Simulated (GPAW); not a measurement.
# Ag (Fm-3m) in GPAW: a series of runs

Runs on Ag. Level: PBE. Tasks: single point.

Program: GPAW 26.7.0. These are calculated values, not measurements. Logs are shortened: lines on timing, memory, paths and dates and some standing lists are left out, and cuts for length are marked. The log counts tension as positive stress, the text compression.

## (1) Starting point

It takes space group Fm-3m (No. 225, cubic). Conventional cell: a = 4.085 Å, b = 4.085 Å, c = 4.085 Å, α = 90.00°, β = 90.00°, γ = 90.00°. Ag (site symmetry m-3m) is surrounded by 12 Ag at 2.89 Å.

## (2) Single point, PBE

run.py

```python
from ase.dft.bandgap import bandgap
from ase.io import read, write
from ase.units import GPa
from gpaw import GPAW, PW

atoms = read('Ag.xyz')

calc = GPAW(mode=PW(600),
            xc='PBE',
            kpts={'size': (11, 11, 11), 'gamma': True},
            occupations={'name': 'methfessel-paxton', 'order': 0, 'width': 0.015},
            nbands=18,
            convergence={'density': 1e-05, 'energy': 1e-05},
            maxiter=150,
            txt='gpaw.txt')
atoms.calc = calc
energy = atoms.get_potential_energy()
forces = atoms.get_forces()
stress = atoms.get_stress()
calc.write('gs.gpw')
write('result.traj', atoms)
print(f'Energy: {energy:.6f} eV')
print('Forces (eV/A):')
print(forces.round(4))
print('Stress (GPa):', (stress / GPa).round(3))
print('Fermi level:', round(calc.get_fermi_level(), 4), 'eV')
print(f'Gap: {bandgap(calc)[0]:.4f} eV, direct: {bandgap(calc, direct=True)[0]:.4f} eV')
```

Ag.xyz

```xyz
1
Lattice="0.0000000000 2.0427500000 2.0427500000 2.0427500000 0.0000000000 2.0427500000 2.0427500000 2.0427500000 0.0000000000" Properties=species:S:1:pos:R:3 pbc="T T T"
Ag     0.0000000000      0.0000000000      0.0000000000
```

Potentials or basis: GPAW PAW data sets (gpaw-data 1.2.1), pw.

On the command line:

```console
$ OMP_NUM_THREADS=1 python run.py
```

gpaw.txt:

```text
__  _  _
 | _ |_)|_||  |
 |__||  | ||/\| - 26.7.0

Input parameters:
  mode=PW(ecut=600.0),
  convergence={'density': 1e-05, 'energy': 1e-05},
  kpts=MonkhorstPack(size=(11, 11, 11), gamma=True),
  maxiter=150,
  nbands=18,
  occupations=Occupations(name='methfessel-paxton', order=0, width=0.015),
  xc=XC(name='PBE')

Diagonalizing LCAO Hamiltonian
Converting LCAO to pw mode

       Ag

Atoms  # Å, Bohr magnetons
|   | symbol |        x |        y |        z |    initial magnetic moments |
|---|--------|----------|----------|----------|-----------------------------|
| 0 |     Ag | 0.000000 | 0.000000 | 0.000000 | ( 0.0000,  0.0000,  0.0000) |

Unit cell  # Å
| periodic |        x |        y |        z |  lengths |    angles |
|----------|----------|----------|----------|----------|-----------|
|      yes | 0.000000 | 2.042750 | 2.042750 | 2.888885 | 60.000000 |
|      yes | 2.042750 | 0.000000 | 2.042750 | 2.888885 | 60.000000 |
|      yes | 2.042750 | 2.042750 | 0.000000 | 2.888885 | 60.000000 |

Number of symmetries: 48
Symmetry operations  # r_c * U_cc + t_c -> r_c
|    | kind |            matrix            |
|----|------|------------------------------|
|  0 |  σ   |  1, 0, 0,  1, 0,-1,  1,-1, 0 |
|  1 |  C2  |  1, 0, 0,  1,-1, 0,  1, 0,-1 |
|  2 |  E   |  1, 0, 0,  0, 1, 0,  0, 0, 1 |
|  3 |  σ   |  1, 0, 0,  0, 0, 1,  0, 1, 0 |
|  4 |  C4  |  1, 0,-1,  1, 0, 0,  1,-1, 0 |
|  5 |  S6  |  1, 0,-1,  1,-1, 0,  1, 0, 0 |
|  6 |  σ   |  1, 0,-1,  0, 1,-1,  0, 0,-1 |
|  7 |  C3  |  1, 0,-1,  0, 0,-1,  0, 1,-1 |
|  8 |  S6  |  1,-1, 0,  1, 0, 0,  1, 0,-1 |
|  9 |  C4  |  1,-1, 0,  1, 0,-1,  1, 0, 0 |
| 10 |  C3  |  1,-1, 0,  0,-1, 1,  0,-1, 0 |
| 11 |  σ   |  1,-1, 0,  0,-1, 0,  0,-1, 1 |
| 12 |  σ   |  0, 1, 0,  1, 0, 0,  0, 0, 1 |
| 13 |  C4  |  0, 1, 0,  0, 1,-1, -1, 1, 0 |
| 14 |  C3  |  0, 1, 0,  0, 0, 1,  1, 0, 0 |
| 15 |  S6  |  0, 1, 0, -1, 1, 0,  0, 1,-1 |
| 16 |  C2  |  0, 1,-1,  1, 0,-1,  0, 0,-1 |
| 17 |  σ   |  0, 1,-1,  0, 1, 0, -1, 1, 0 |
| 18 |  S4  |  0, 1,-1,  0, 0,-1,  1, 0,-1 |
| 19 |  C4  |  0, 1,-1, -1, 1, 0,  0, 1, 0 |
| 20 |  C3  |  0, 0, 1,  1, 0, 0,  0, 1, 0 |
| 21 |  σ   |  0, 0, 1,  0, 1, 0,  1, 0, 0 |
| 22 |  S6  |  0, 0, 1,  0,-1, 1, -1, 0, 1 |
| 23 |  C4  |  0, 0, 1, -1, 0, 1,  0,-1, 1 |
| 24 |  S4  |  0, 0,-1,  1, 0,-1,  0, 1,-1 |
| 25 |  C3  |  0, 0,-1,  0, 1,-1,  1, 0,-1 |
| 26 |  C2  |  0, 0,-1,  0,-1, 0, -1, 0, 0 |
| 27 |  S6  |  0, 0,-1, -1, 0, 0,  0,-1, 0 |
| 28 |  S4  |  0,-1, 1,  1,-1, 0,  0,-1, 0 |
| 29 |  C4  |  0,-1, 1,  0, 0, 1, -1, 0, 1 |
| 30 |  C2  |  0,-1, 1,  0,-1, 0,  1,-1, 0 |
| 31 |  σ   |  0,-1, 1, -1, 0, 1,  0, 0, 1 |
| 32 |  C3  |  0,-1, 0,  1,-1, 0,  0,-1, 1 |
| 33 |  S6  |  0,-1, 0,  0, 0,-1, -1, 0, 0 |
| 34 |  S4  |  0,-1, 0,  0,-1, 1,  1,-1, 0 |
| 35 |  C2  |  0,-1, 0, -1, 0, 0,  0, 0,-1 |
| 36 |  C2  | -1, 1, 0,  0, 1, 0,  0, 1,-1 |
| 37 |  S6  | -1, 1, 0,  0, 1,-1,  0, 1, 0 |
| 38 |  S4  | -1, 1, 0, -1, 0, 1, -1, 0, 0 |
| 39 |  C3  | -1, 1, 0, -1, 0, 0, -1, 0, 1 |
| 40 |  S6  | -1, 0, 1,  0, 0, 1,  0,-1, 1 |
| 41 |  C2  | -1, 0, 1,  0,-1, 1,  0, 0, 1 |
| 42 |  C3  | -1, 0, 1, -1, 1, 0, -1, 0, 0 |
| 43 |  S4  | -1, 0, 1, -1, 0, 0, -1, 1, 0 |
| 44 |  C2  | -1, 0, 0,  0, 0,-1,  0,-1, 0 |
| 45 |  i   | -1, 0, 0,  0,-1, 0,  0, 0,-1 |
| 46 |  σ   | -1, 0, 0, -1, 1, 0, -1, 0, 1 |
| 47 |  C2  | -1, 0, 0, -1, 0, 1, -1, 1, 0 |

BZ-sampling:
  Number of BZ points: 1331
  Number of IBZ points: 56

  Monkhorst-Pack size: [11, 11, 11]
  Monkhorst-Pack shift: [0, 0, 0]

K-points  # in reciprocal-cell coordinates
|     |                                coordinates |     weight |
|-----|--------------------------------------------|------------|
|   0 | (  0.00000000,   0.00000000,   0.00000000) | 0.00075131 |
|   1 | (  0.09090909,   0.09090909,   0.00000000) | 0.00450789 |
|   2 | (  0.09090909,   0.09090909,   0.09090909) | 0.00601052 |
|   3 | (  0.18181818,   0.09090909,   0.09090909) | 0.00901578 |
|   4 | (  0.18181818,   0.18181818,   0.00000000) | 0.00450789 |
|   5 | (  0.18181818,   0.18181818,   0.09090909) | 0.01803156 |
|   6 | (  0.18181818,   0.18181818,   0.18181818) | 0.00601052 |
|   7 | (  0.27272727,   0.18181818,   0.09090909) | 0.01803156 |
|   8 | (  0.27272727,   0.18181818,   0.18181818) | 0.01803156 |
|   9 | (  0.27272727,   0.27272727,   0.00000000) | 0.00450789 |
| ... |                                            |            |
|  55 | (  0.45454545,   0.45454545,   0.45454545) | 0.00601052 |

Plane wave coefficients: 578
Cutoff: 600.0 eV

Spin-components: 1 (collinear spins)
Bands:           18
Projectors:      6
Spin-degeneracy: 2
Datatype:        complex128

Parallelization:
  kpt:    1
  domain: 1
  band:   1

Density:
  Valence electrons: 17.0
  Components: 1
  Grid points: [18 18 18]
  Charge: 0.0  # |e|

Potential:
  Grid points: [18 18 18]

species:
  Ag:
    name:    Silver
    Z:       47.0
    valence: 17
    core:    30
    charge:  0.0  # [|e|]
    compensation charges:
      type: gauss
      rc: 0.40  # [Å]
      lmax: 2
    cutoffs:
      filter: 2.35  # [Å]
      core: 2.19  # [Å]
    projectors
    | kind |    occ | energy [eV] | rcut [Å] |
    |------|--------|-------------|----------|
    |   5s |  1.000 |      -4.401 |    1.286 |
    |   4p |  6.000 |     -58.577 |    1.328 |
    |   5p |  0.000 |      -0.738 |    1.328 |
    |   4d | 10.000 |      -7.446 |    1.180 |
    |    s |        |      22.811 |    1.286 |
    |    d |        |      19.766 |    1.180 |

    Using partial waves for Ag as LCAO basis

Reference energy: -144597.826354  # eV

eigensolver:
  PPCG
  Converge bands: occupied
  niter=2

density mixing:
  MSR1-Mixer
  Pratt-step length: 0.05
  Maximum mixing coefficient: 0.75
  Old densities: 10
  SVD Regularization: 0.005
  Good broyden scale: 1.0
  Trust region scale: 1.0
  Backstep threshold: 4.0
  History deletion threshold: 6.0
  Fourier metric: weight=20.0, sigma=0.015

occupation numbers:
  Methfessel-Paxton:
    width: 0.0150  # eV
    order: 0

poisson solver:
  ecut: 4800.0  # eV

xc functional:
  name: PBE with 2 nearest neighbor stencil

convergence criteria:
- Maximum integral of absolute [dens]ity change: 1e-05 electrons / valence electron
- Maximum [total energy] change in last 3 cyles: 1e-05 eV / valence electron
- Maximum integral of absolute [eigenst]ate change: 4e-08 eV^2 / valence electron
maximum number of iterations: 150

SCF iterations
|iter     | |      energy | eigst |  dens |
|---------|-|-------------|-------|-------|
|iter:   1| |   -3.116923 | -0.63 |       |
|iter:   2| |   -3.053081 | -3.48 | -1.31 |
|iter:   3| |   -2.862260 | -3.10 | -1.36 |
|iter:   4| |   -2.859754 | -4.32 | -2.13 |
|iter:   5| |   -2.859025 | -4.31 | -2.40 |
|iter:   6| |   -2.859027 | -7.02 | -3.87 |
|iter:   7| |   -2.859028c| -7.43c| -4.14 |
|iter:   8| |   -2.859028c| -8.93c| -5.44c|

Converged in 8 steps
Energy contributions relative to reference atoms: (reference = -144597.826354)

Energy contributions:
  Kinetic:          -0.740707
  Coulomb:          -0.410720
  Zero:              0.169666
  External:          0.000000
  Xc:               -1.877257
  Entropy:          -0.000019
  Spinorbit:         0.000000
  ----------------------------
  Free energy:      -2.859037
  Extrapolated:     -2.859028

dipole moment: (-12.760260, -12.760260, -12.760260)  # |e|*Ang

Fermi level: 8.538
Eigenvalues  # (at kpt = [0.000, 0.000, 0.000])
| band index |      eig [eV] | occ [0-2] |
|------------|---------------|-----------|
|          0 |       -47.130 |     2.000 |
|          1 |       -47.130 |     2.000 |
|          2 |       -47.130 |     2.000 |
|          3 |         0.475 |     2.000 |
|          4 |         3.479 |     2.000 |
|          5 |         3.479 |     2.000 |
[... 10 lines left out ...]
|         16 |        33.526 |     0.000 |
|         17 |        38.781 |     0.000 |

No gap
No difference between direct/indirect transitions

Forces  # eV/Ang
|        x |       y |       z |
|----------|---------|---------|
| -0.00000 | 0.00000 | 0.00000 |  # Ag   0

Stress tensor  # eV/Ang^3
|         x |         y |         z |
|-----------|-----------|-----------|
| -0.026187 |  0.000000 |  0.000000 |
|  0.000000 | -0.026187 | -0.000000 |
|  0.000000 | -0.000000 | -0.026187 |

# Writing to gs.gpw (mode='')
```

Wall time 11 s (1 thread of Arm Neoverse V2, shared host); peak memory 0.14 GiB.

Results:

```yaml
Free_energy: -2.8590 eV
Pressure: 4.2 GPa
Band_gap_on_the_k_mesh: none (metal or under the smearing width)
```

Levels at points of the mesh, in eV from the Fermi level:
| k point | band 7 | band 8 | band 9 | band 10 | band 11 | band 12 |
| --- | --- | --- | --- | --- | --- | --- |
| (0.00, 0.00, 0.00) | -5.06 | -4.02 | -4.02 | 15.96 | 19.61 | 19.61 |

## (3) Single point, PBE

Changes to run.py since step 2:

```diff
@@ -10,3 +10,3 @@
             kpts={'size': (11, 11, 11), 'gamma': True},
-            occupations={'name': 'methfessel-paxton', 'order': 0, 'width': 0.015},
+            occupations={'name': 'methfessel-paxton', 'order': 0, 'width': 0.016},
             nbands=18,
```

Ag.xyz is that of step 2.

Potentials or basis: GPAW PAW data sets (gpaw-data 1.2.1), pw.

On the command line:

```console
$ OMP_NUM_THREADS=1 python run.py
```

Wall time 11 s (1 thread of Arm Neoverse V2, shared host); peak memory 0.14 GiB.

Results (log left out):

```
Free energy            : -2.8590 eV
Pressure               : 4.2 GPa
Band gap on the k mesh : none (metal or under the smearing width)
```

Levels at points of the mesh, in eV from the Fermi level:
```tsv
k point	band 5	band 6	band 7	band 8	band 9	band 10	band 11	band 12	band 13	band 14
(0.00, 0.00, 0.00)	-5.06	-5.06	-5.06	-4.02	-4.02	15.96	19.62	19.62	19.62	24.04
```

## (4) Single point, PBE

Changes to run.py since step 3:

```diff
@@ -1,3 +1,4 @@
+from ase import Atoms
 from ase.dft.bandgap import bandgap
-from ase.io import read, write
+from ase.io import write
 from ase.units import GPa
@@ -5,3 +6,8 @@
 
-atoms = read('Ag.xyz')
+atoms = Atoms(['Ag'],
+              cell=[[0.0, 2.04275, 2.04275],
+                    [2.04275, 0.0, 2.04275],
+                    [2.04275, 2.04275, 0.0]],
+              scaled_positions=[[0.0, 0.0, 0.0]],
+              pbc=True)
 
@@ -10,3 +16,3 @@
             kpts={'size': (11, 11, 11), 'gamma': True},
-            occupations={'name': 'methfessel-paxton', 'order': 0, 'width': 0.016},
+            occupations={'name': 'methfessel-paxton', 'order': 0, 'width': 0.017},
             nbands=18,
```

On the command line:

```console
$ OMP_NUM_THREADS=1 python run.py
```

Wall time 11 s (1 thread of Arm Neoverse V2, shared host); peak memory 0.14 GiB.

It converged, with:

```yaml
Free_energy: -2.8590 eV
Pressure: 4.2 GPa
Band_gap_on_the_k_mesh: none (metal or under the smearing width)
```

Levels at points of the mesh, in eV from the Fermi level:
```
           k point  band 6  band 7  band 8  band 9  band 10  band 11  band 12  band 13
(0.00, 0.00, 0.00)   -5.06   -5.06   -4.02   -4.02    15.96    19.62    19.62    19.62
```

## (5) The runs side by side

| smearing | gap on the mesh (eV) | pressure (GPa) |
| --- | --- | --- |
| gaussian 0.015 eV | none | 4.2 |
| gaussian 0.016 eV | none | 4.2 |
| gaussian 0.017 eV | none | 4.2 |

Alike in all rows: task single point; level PBE; potentials or basis GPAW PAW data sets (gpaw-data 1.2.1), pw; no spin polarisation; cell as given; k mesh 11 × 11 × 11; cutoff (eV) 600.

Every run on the cell as given and a fine mesh finds a metal.

Absolute energies hang on the potentials; compare differences alone.
